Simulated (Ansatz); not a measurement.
# Ionic part of the dielectric constant of GaP at 30 GPa, mode by mode

These are results of Ansatz, DFT LDA, scalar-relativistic, plane waves, PAW, not measurements. Plane waves to 420 eV; Γ-centred k mesh 10×10×10; fixed occupations. No spin polarisation. Phonons by linear response, acoustic sum rule imposed.

The structure is cubic, space group F-43m (No. 216). The conventional cell has a = 5.026 Å, b = 5.026 Å, c = 5.026 Å, α = 90.00°, β = 90.00°, γ = 90.00°. Around Ga (site symmetry -43m) lie 4 P at 2.18 Å. P (site symmetry -43m) is surrounded by 4 Ga at 2.18 Å.

The real crystal has changed phase below this pressure. The run warned that the force constants aren't converged on this k mesh, so the frequencies and all that is formed from them are rough. The bands were filled as in an insulator; under compression the gap may have closed between mesh points.

The primitive cell has V = 31.74 Å³ and ε∞,yy = 9.977. Each polar mode adds Δε = (4.92064×10⁷/V)·S/ν² along y, with S its oscillator strength in e²/amu, ν in cm⁻¹ and V in Å³.

Question: From these modes, find each Δε and ε0,yy.
```
ν (cm⁻¹) S_yy (e²/amu)
   468.9         0.1351
```

Answer:
```
ν (cm⁻¹)    Δε
   468.9  0.95
```

The sum is 0.952, so ε0,yy = 10.93; the run's tensor has 10.93.

Question: Where do the longitudinal modes lie for a wave vector along y?

Answer: At 491 cm⁻¹. The Lyddane–Sachs–Teller product Π(ν_LO/ν_TO)² = 1.10 matches ε0/ε∞ = 1.10.

Cost: 1 run of about 1.5 core-minutes, on Intel Xeon Platinum 8259CL (Skylake/Cascade Lake) (shared hosts).

The static response is mainly electronic: the lattice adds only 0.952 to an ε∞ of 9.977. This suggests a largely covalent Ga–P bond. Its sp³ framework is stiff against the relative motion of the two sublattices, and the oscillator strength, taken with the atomic masses, implies a dynamical charge well below the formal ionic one. Because the ionic term scales as the inverse square of the frequency, a stiff bond and a modest charge both keep it small.

The same modest charge, screened by the highly polarisable valence electrons, leaves the longitudinal mode only slightly above the transverse one. If LDA overestimates that electronic screening, as it commonly does in semiconductors, the splitting would be somewhat too small. In zinc blende the polar mode is triply degenerate at the zone centre, so the result along y holds for every direction. The Lyddane–Sachs–Teller agreement shows internal consistency but doesn't independently test the frequency or the charge, since both sides rest on the same harmonic data.
